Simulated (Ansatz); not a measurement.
# Thickness series of a Ag/SiC/Ti junction, part 3 of 3

How fast does the current through Ag/SiC/Ti fall with each added layer? The lower electrode is Ag fcc(111), the upper one Ti hcp(0001); the barrier is SiC wurtzite(0001) (whole bilayers). In the first transport cell, after relaxation, the nearest pair of electrode and barrier is Ag–C at 2.20 Å, along the normal, at the lower face and Ti–Si at 2.69 Å, at a slant, at the upper one. All share a net of side 2.934 Å, which strains the lower electrode by +0.0 %, the upper one by +0.1 % and the barrier by -5.1 %, against typed lattice constants near PBE's. The first steps treat the bulk electrodes alone.

Ansatz 0.2.0; PBE DFT, plane waves, PAW files (the session's first sound run).

So far, transmission at the Fermi level (a spin, zone mean): step 5 (the open system: T(E)) 0.0228; step 6 (23 atoms, atomic planes in the barrier 4, gap between the …) 0.0799.

### Step 7. Conductance, 27 atoms

System of this step: Ag/SiC/Ti. The cell holds 27 atoms: 8 Ag, 4 C, 4 Si and 11 Ti. Its edges and angles: a = 2.934 Å, b = 2.934 Å, c = 66.629 Å, α = 90.0°, β = 90.0°, γ = 120.0°. Regions: left electrode, 8 atoms (8 Ag); barrier, 8 atoms (4 C and 4 Si); right electrode, 11 atoms (11 Ti). Vacuum lies along c.

Barrier layers are added or taken out in the middle, and the relaxed faces stay.

input.yaml

```yaml
crystal:
  lattice:
    - [2.934, 0.0, 0.0]
    - [-1.467, 2.5409185347, 0.0]
    - [0.0, 0.0, 66.6288161956]
  atoms:
    - { symbol: Ag, position: [0.66666667, 0.33333333, 0.1050596484] }
    - { symbol: Ag, position: [0.0, 0.0, 0.1409698138] }
    - { symbol: Ag, position: [0.33333333, 0.66666667, 0.1768799793] }
    - { symbol: Ag, position: [0.66666667, 0.33333333, 0.2127901448] }
    - { symbol: Ag, position: [0.0, 0.0, 0.2487003103] }
    - { symbol: Ag, position: [0.33333333, 0.66666667, 0.2846104758] }
    - { symbol: Ag, position: [0.66666667, 0.33333333, 0.3205206412] }
    - { symbol: Ag, position: [0.0, 0.0, 0.3561713722] }
[... 15 atom lines left out ...]
    - { symbol: Ti, position: [0.66666667, 0.33333333, 0.78999203] }
    - { symbol: Ti, position: [0.33333333, 0.66666667, 0.8249748039] }
    - { symbol: Ti, position: [0.66666667, 0.33333333, 0.8599575778] }
    - { symbol: Ti, position: [0.33333333, 0.66666667, 0.8949403516] }
kpoints:
  mp_grid: { grid: [12, 12, 1] }
scf:
  occupations: { method: fermi_dirac, width: 0.1 }
  max_iter: 150
hamiltonian:
  xc: pbe
output:
  transmission:
    kmesh: [36, 36]
    e_range: [-0.26, 0.27]
    de: 0.0375
    leads: [[3, 4], [21, 23]]
```

The run is started by

```bash
$ ansatz run input.yaml --threads 4 --pin off --max-ram 12288MiB --backend cpu --events-out ev --progress --plain --runs-dir out
```

Run time: 3.7 min. Hardware: 4 threads of Arm Neoverse V1, shared host; peak memory 2.8 GiB; 13 min of CPU time.

This step gave:

```
free energy                                         : -91766.0087 eV
Fermi energy                                        : 10.74 eV
transmission at the Fermi level (a spin, zone mean) : 0.02812
potential step in the lower lead                    : 37.8 meV
ballistic conductance of the lower lead             : 8.38e14 S/m²
potential step in the upper lead                    : 6 meV
ballistic conductance of the upper lead             : 6.77e14 S/m²
junction conductance                                : 2.74e13 S/m²
error estimates by source, in the log's order       : 0.5, 0.1, 12.1, 25.4, 12.9 %
resistance-area product beyond the leads            : 0.03518 Ω um²
```

One spin. Transmission, zone mean against energy, zero at the Fermi level:

```csv
energy (eV),"transmission, zone mean"
-0.260,0.0338
-0.223,0.0324
-0.185,0.0320
-0.147,0.0416
-0.110,0.0320
-0.072,0.0297
-0.035,0.0237
0.003,0.0281
0.040,0.0240
0.077,0.0191
0.115,0.0167
0.152,0.0124
0.190,0.01000
0.228,0.00799
0.265,0.00564
```

One spin. Table of open channels, zone mean by energy, zero at the Fermi level:

```csv
energy (eV),lower lead,upper lead
-0.260,0.789,0.486
-0.223,0.789,0.514
-0.185,0.785,0.573
-0.147,0.785,0.605
-0.110,0.785,0.573
-0.072,0.785,0.596
-0.035,0.794,0.628
0.003,0.808,0.639
0.040,0.817,0.681
0.077,0.836,0.699
0.115,0.845,0.755
0.152,0.845,0.843
0.190,0.836,0.940
0.228,0.836,0.991
0.265,0.831,1.05
```

Transmission over k1 and k2. At 0.0025 eV from the Fermi level.

Ten even steps from '0' (0.000) to '9' (0.480), each cell a mean:
```
000000000000000000000000000000000000
000000000000000000000000000000000000
000000000000000000000000000000000000
000000000000000000000000000000000000
000000000000000000000000000000000000
000000000000000000000000000000000000
000000000000011110000000000000000000
000000000000126776210000000000000000
000000000001299999895100000000000000
000000000001299911179830000000000000
000000000000159800003892000000000000
000000000000016993000999100000000000
000000000000001489677899210000000000
000000000000000014599985210000000000
000000000000000000012221000000000000
000000000000000000000000000000000000
000000000000000000000000000000000000
000000000000000000000000000000000000
000000000000000000000000000000000000
000000000000000000000000000000000000
000000000000000000000000000000000000
000000000000000000000000000000000000
```
Columns: k1 (b1) from -0.5 to 0.472; rows upwards: k2 (b2) from -0.5 to 0.472.

G = 2.7e13 S/m² (1/G = 0.0365 Ω µm²), 0.33 times the step before of this kind. The largest error estimate is 25 %, from the leads' potential steps. In the worse lead the potential repeats within 38 meV, which the program flags as too much for a lead, so G carries that doubt.

### Step 8. Conductance, atomic planes in the barrier 12, gap between the electrodes 17.77 Å

System of this step: Ag/SiC/Ti. The cell holds 31 atoms: 8 Ag, 6 C, 6 Si and 11 Ti. Its edges and angles: a = 2.934 Å, b = 2.934 Å, c = 71.755 Å, α = 90.0°, β = 90.0°, γ = 120.0°. Regions: left electrode, 8 atoms (8 Ag); barrier, 12 atoms (6 C and 6 Si); right electrode, 11 atoms (11 Ti). Vacuum lies along c.

input.yaml

```yaml
crystal:
  lattice:
    - [2.934, 0.0, 0.0]
    - [-1.467, 2.5409185347, 0.0]
    - [0.0, 0.0, 71.755262672]
  atoms:
    - { symbol: Ag, position: [0.66666667, 0.33333333, 0.0975538203] }
    - { symbol: Ag, position: [0.0, 0.0, 0.1308984382] }
    - { symbol: Ag, position: [0.33333333, 0.66666667, 0.1642430561] }
    - { symbol: Ag, position: [0.66666667, 0.33333333, 0.197587674] }
    - { symbol: Ag, position: [0.0, 0.0, 0.2309322918] }
    - { symbol: Ag, position: [0.33333333, 0.66666667, 0.2642769097] }
    - { symbol: Ag, position: [0.66666667, 0.33333333, 0.2976215276] }
    - { symbol: Ag, position: [0.0, 0.0, 0.3307252459] }
[... 19 atom lines left out ...]
    - { symbol: Ti, position: [0.66666667, 0.33333333, 0.8049957326] }
    - { symbol: Ti, position: [0.33333333, 0.66666667, 0.8374792149] }
    - { symbol: Ti, position: [0.66666667, 0.33333333, 0.8699626973] }
    - { symbol: Ti, position: [0.33333333, 0.66666667, 0.9024461797] }
kpoints:
  mp_grid: { grid: [12, 12, 1] }
scf:
  occupations: { method: fermi_dirac, width: 0.1 }
  max_iter: 150
hamiltonian:
  xc: pbe
output:
  transmission:
    kmesh: [36, 36]
    e_range: [-0.26, 0.27]
    de: 0.0375
    leads: [[3, 4], [25, 27]]
```

It took 4.2 min on 4 threads; peak memory 3.1 GiB.

G = 5.7e12 S/m² (1/G = 0.176 Ω µm²), 0.21 times the step before of this kind. The largest error estimate is 69 %, from the leads' potential steps. In the worse lead the potential repeats within 38 meV, which the program flags as too much for a lead, so G carries that doubt.

### Step 9. Conductance, atomic planes in the barrier 16, gap between the electrodes 22.9 Å

System of this step: Ag/SiC/Ti. The cell holds 35 atoms: 8 Ag, 8 C, 8 Si and 11 Ti. Its edges and angles: a = 2.934 Å, b = 2.934 Å, c = 76.882 Å, α = 90.0°, β = 90.0°, γ = 120.0°. Regions: left electrode, 8 atoms (8 Ag); barrier, 16 atoms (8 C and 8 Si); right electrode, 11 atoms (11 Ti). Vacuum lies along c.

input.yaml

```yaml
crystal:
  lattice:
    - [2.934, 0.0, 0.0]
    - [-1.467, 2.5409185347, 0.0]
    - [0.0, 0.0, 76.8817091484]
  atoms:
    - { symbol: Ag, position: [0.66666667, 0.33333333, 0.0910489644] }
    - { symbol: Ag, position: [0.0, 0.0, 0.1221701744] }
    - { symbol: Ag, position: [0.33333333, 0.66666667, 0.1532913844] }
    - { symbol: Ag, position: [0.66666667, 0.33333333, 0.1844125944] }
    - { symbol: Ag, position: [0.0, 0.0, 0.2155338044] }
    - { symbol: Ag, position: [0.33333333, 0.66666667, 0.2466550144] }
    - { symbol: Ag, position: [0.66666667, 0.33333333, 0.2777762244] }
    - { symbol: Ag, position: [0.0, 0.0, 0.3086725979] }
[... 23 atom lines left out ...]
    - { symbol: Ti, position: [0.66666667, 0.33333333, 0.8179985514] }
    - { symbol: Ti, position: [0.33333333, 0.66666667, 0.8483160462] }
    - { symbol: Ti, position: [0.66666667, 0.33333333, 0.8786335409] }
    - { symbol: Ti, position: [0.33333333, 0.66666667, 0.9089510356] }
kpoints:
  mp_grid: { grid: [12, 12, 1] }
scf:
  occupations: { method: fermi_dirac, width: 0.1 }
  max_iter: 150
hamiltonian:
  xc: pbe
output:
  transmission:
    kmesh: [36, 36]
    e_range: [-0.26, 0.27]
    de: 0.0375
    leads: [[3, 4], [29, 31]]
```

Elapsed: 5.4 min, on 4 threads; peak memory 3.4 GiB; 20 min of CPU time.

G = 1.1e12 S/m² (1/G = 0.889 Ω µm²), 0.20 times the step before of this kind. The largest error estimate is 109 %, from the leads' potential steps. In the worse lead the potential repeats within 38 meV, which the program flags as too much for a lead, so G carries that doubt.

### Step 10. The series together

Times are for 4 threads of Arm Neoverse V1, shared host. Results by setting:

```csv
no.,gap between the electrodes (Å),junction conductance (S/m²),resistance-area product beyond the leads (Ω um²),time,memory (GiB)
1,7.52,8.38e13,0.01059,3.1 min,2.5
2,12.65,2.74e13,0.03518,3.7 min,2.8
3,17.77,5.67e12,0.1752,4.2 min,3.1
4,22.9,1.13e12,0.8875,5.4 min,3.4
```

The runs together. Table of transmission, zone mean by energy, zero at the Fermi level:

```csv
energy (eV),7.52,12.65,17.77,22.9
-0.260,0.111,0.0338,0.0101,0.00184
-0.223,0.106,0.0324,0.00833,0.00189
-0.185,0.0983,0.0320,0.0111,0.00126
-0.147,0.0983,0.0416,0.00799,0.00211
-0.110,0.0879,0.0320,0.00621,9.2e-4
-0.072,0.0866,0.0297,0.00839,7.4e-4
-0.035,0.0869,0.0237,0.00750,0.00212
0.003,0.0799,0.0281,0.00426,5.8e-4
0.040,0.0760,0.0240,0.00338,3.4e-4
0.077,0.0747,0.0191,0.00237,2.2e-4
0.115,0.0741,0.0167,0.00185,2.6e-4
0.152,0.0702,0.0124,0.00107,8.5e-5
0.190,0.0794,0.01000,7.7e-4,5.7e-5
0.228,0.0846,0.00799,5.6e-4,4.0e-5
0.265,0.0826,0.00564,3.5e-4,2.4e-5
```

### Step 11. Fit against thickness

This step: Fit of the logarithm of the conductance against the barrier's thickness, from PBE DFT, plane waves, PAW files (Ansatz 0.2.0).

No new run: the logarithm is fitted against the thickness.

This step gave:

```
decay constant of the conductance : 0.28 Å⁻¹
r.m.s. misfit of ln G             : 0.13
```

From the end points alone, β = ln(8.38e+13 / 1.13e+12) / 15.38 Å = 4.31 / 15.38 Å = 0.28 Å⁻¹. One end point carries an error estimate of 109 %; a factor of 2.1 on it would move β by 0.05 Å⁻¹.

### Step 12. A check of the settings, 27 atoms

This step: PBE DFT, plane waves, PAW files; ballistic transmission by layer matching between semi-infinite leads; changed: output.transmission.kmesh = [14, 14] (Ansatz 0.2.0).

System of this step: Ag/SiC/Ti. The cell holds 27 atoms: 8 Ag, 4 C, 4 Si and 11 Ti. Cell: a = 2.934 Å, b = 2.934 Å, c = 66.629 Å, α = 90.0°, β = 90.0°, γ = 120.0°. Regions: left electrode, 8 atoms (8 Ag); barrier, 8 atoms (4 C and 4 Si); right electrode, 11 atoms (11 Ti). Vacuum lies along c.

It is meant to test whether the mesh across the current is converged. Where the input is shown as a difference, that is against the step before, not the twin.

input.yaml

```yaml
crystal:
  lattice:
    - [2.934, 0.0, 0.0]
    - [-1.467, 2.5409185347, 0.0]
    - [0.0, 0.0, 66.6288161956]
  atoms:
    - { symbol: Ag, position: [0.66666667, 0.33333333, 0.1050596484] }
    - { symbol: Ag, position: [0.0, 0.0, 0.1409698138] }
    - { symbol: Ag, position: [0.33333333, 0.66666667, 0.1768799793] }
    - { symbol: Ag, position: [0.66666667, 0.33333333, 0.2127901448] }
    - { symbol: Ag, position: [0.0, 0.0, 0.2487003103] }
    - { symbol: Ag, position: [0.33333333, 0.66666667, 0.2846104758] }
    - { symbol: Ag, position: [0.66666667, 0.33333333, 0.3205206412] }
    - { symbol: Ag, position: [0.0, 0.0, 0.3561713722] }
[... 15 atom lines left out ...]
    - { symbol: Ti, position: [0.66666667, 0.33333333, 0.78999203] }
    - { symbol: Ti, position: [0.33333333, 0.66666667, 0.8249748039] }
    - { symbol: Ti, position: [0.66666667, 0.33333333, 0.8599575778] }
    - { symbol: Ti, position: [0.33333333, 0.66666667, 0.8949403516] }
kpoints:
  mp_grid: { grid: [12, 12, 1] }
scf:
  occupations: { method: fermi_dirac, width: 0.1 }
  max_iter: 150
hamiltonian:
  xc: pbe
output:
  transmission:
    kmesh: [14, 14]
    e_range: [-2, 3]
    de: 0.1
    leads: [[3, 4], [21, 23]]
  dos: { projected: true, e_range: [-6, 5], de: 0.05 }
  write_potential: true
  write_density: true
  volumetric_format: npy
```

Elapsed: 2.5 min, on 4 threads; peak memory 3.3 GiB.

Residual by cycle:

cycle, log10 residual and a bar from the least value:
```
        1        2.2 ##############################
        2        0.4 #########################
        3       -1.6 ##################
        4       -2.3 ################
        5       -3.1 ##############
        6       -4.3 ##########
        7       -5.0 ########
        8       -5.9 #####
        9       -6.9 ##
       10       -7.6
```

The run finished with changed settings (output.transmission.kmesh = [14, 14]); it serves as a test.

The transmission at the Fermi level, both spins, is 0.0585 against 0.0457 in the twin: a change of +28 %.

The two runs compared:

```csv
quantity,this run,sound run,difference
"transmission at the Fermi level (a spin, zone mean)",0.029257,0.022830,0.00643
channels of the lower lead,0.84184,0.80556,0.0363
channels of the upper lead,0.65306,0.59259,0.0605
```

One result that differs is the transmission at the Fermi level (a spin, zone mean), 0.0293 against 0.0228.

### Step 13. A check of the settings, 23 atoms

This step: PBE DFT, plane waves, PAW files; ballistic transmission by layer matching between semi-infinite leads; changed: output.transmission.kmesh = [18, 18] (Ansatz 0.2.0).

System of this step: Ag/SiC/Ti. The cell holds 23 atoms: 8 Ag, 2 C, 2 Si and 11 Ti. Cell: a = 2.934 Å, b = 2.934 Å, c = 61.502 Å, α = 90.0°, β = 90.0°, γ = 120.0°. Regions: left electrode, 8 atoms (8 Ag); barrier, 4 atoms (2 C and 2 Si); right electrode, 11 atoms (11 Ti). Vacuum lies along c.

This run repeats an earlier one, its twin (the conductance run, 4 atomic planes between the electrodes), with one setting changed (output.transmission.kmesh; files written aside). It is meant to test whether the mesh across the current is converged. Where the input is shown as a difference, that is against the step before, not the twin.

input.yaml

```yaml
crystal:
  lattice:
    - [2.934, 0.0, 0.0]
    - [-1.467, 2.5409185347, 0.0]
    - [0.0, 0.0, 61.5023697193]
  atoms:
    - { symbol: Ag, position: [0.66666667, 0.33333333, 0.1138167526] }
    - { symbol: Ag, position: [0.0, 0.0, 0.1527201612] }
    - { symbol: Ag, position: [0.33333333, 0.66666667, 0.1916235697] }
    - { symbol: Ag, position: [0.66666667, 0.33333333, 0.2305269782] }
    - { symbol: Ag, position: [0.0, 0.0, 0.2694303868] }
    - { symbol: Ag, position: [0.33333333, 0.66666667, 0.3083337953] }
    - { symbol: Ag, position: [0.66666667, 0.33333333, 0.3472372038] }
    - { symbol: Ag, position: [0.0, 0.0, 0.3858595531] }
    - { symbol: C, position: [0.0, 0.0, 0.4216924791] }
    - { symbol: Si, position: [0.33333333, 0.66666667, 0.431571444] }
    - { symbol: C, position: [0.33333333, 0.66666667, 0.4629504451] }
    - { symbol: Si, position: [0.0, 0.0, 0.4740516959] }
    - { symbol: Ti, position: [0.33333333, 0.66666667, 0.5081182512] }
    - { symbol: Ti, position: [0.66666667, 0.33333333, 0.5450948081] }
    - { symbol: Ti, position: [0.33333333, 0.66666667, 0.5829935236] }
    - { symbol: Ti, position: [0.66666667, 0.33333333, 0.6208922391] }
    - { symbol: Ti, position: [0.33333333, 0.66666667, 0.6587909545] }
    - { symbol: Ti, position: [0.66666667, 0.33333333, 0.69668967] }
    - { symbol: Ti, position: [0.33333333, 0.66666667, 0.7345883855] }
    - { symbol: Ti, position: [0.66666667, 0.33333333, 0.772487101] }
    - { symbol: Ti, position: [0.33333333, 0.66666667, 0.8103858164] }
    - { symbol: Ti, position: [0.66666667, 0.33333333, 0.8482845319] }
    - { symbol: Ti, position: [0.33333333, 0.66666667, 0.8861832474] }
kpoints:
  mp_grid: { grid: [12, 12, 1] }
scf:
  occupations: { method: fermi_dirac, width: 0.1 }
  max_iter: 150
hamiltonian:
  xc: pbe
output:
  transmission:
    kmesh: [18, 18]
    e_range: [-0.26, 0.27]
    de: 0.0375
    leads: [[3, 4], [17, 19]]
```

Run time: 99 s. Hardware: 4 threads; peak memory 2.5 GiB.

This number moved little. The conductance is 8.3e13 S/m² against 8.4e13 S/m² in the twin: no change within 1 %, at 0.56 times the CPU time.

The two runs compared:

```csv
quantity,this run,sound run,difference
"transmission at the Fermi level (a spin, zone mean)",0.076437,0.079916,-0.00348
channels of the lower lead,0.80556,0.80787,-0.00231
channels of the upper lead,0.59259,0.63889,-0.0463
ballistic conductance of the lower lead (S/m²),8.432e14,8.394e14,3.9e12
ballistic conductance of the upper lead (S/m²),6.609e14,6.779e14,-1.7e13
junction conductance (S/m²),8.349e13,8.384e13,-3.5e11
resistance-area product beyond the leads (Ω um²),0.010628,0.010594,3.4e-5
```

One result that differs is the channels of the upper lead, 0.593 against 0.639.

### Step 14. Results

```yaml
1_g_at_7p52_a_gap: 0.0119 Ω um²
1_g_at_22p9_a_gap: 0.889 Ω um²
decay_constant_beta: 0.28 Å⁻¹
```

In words: A fit of ln G against d gives β = 0.28 Å⁻¹, and step by step the slopes are 0.22, 0.31 and 0.32 Å⁻¹. They differ by more than a fifth, so the fit is an average; how much of this is a real bend and how much error of the runs wasn't traced. A transmission of 0.023 across 13 Å is too high for tunnelling deep in a gap, so the spacer works as a low barrier at best. The program's largest error estimate on these conductances is 109 %, from the leads' potential steps, in the run that gave 1.1e12 S/m², so that value may be off by a large factor, and what is derived from it shares the doubt. In 4 of these 4 runs a lead's potential steps by more than 25 meV, which the program flags as too much. No spin-orbit coupling, phonons, disorder or image charges enter; the interfaces are ordered, one cell wide and lattice-matched by strain. Semilocal gaps are too small, which can bring a band edge of the barrier nearer to the Fermi level than it is.

[Logs are printed without paths, hosts, clocks, repeated set-up lines and the standing remarks that a program may print on its own settings, such as how far it seeks lower states.]

[Hosts, paths, dates, database ids (printed as entryN), source tags and the programs' standing remarks are cut or masked in the printed files.]
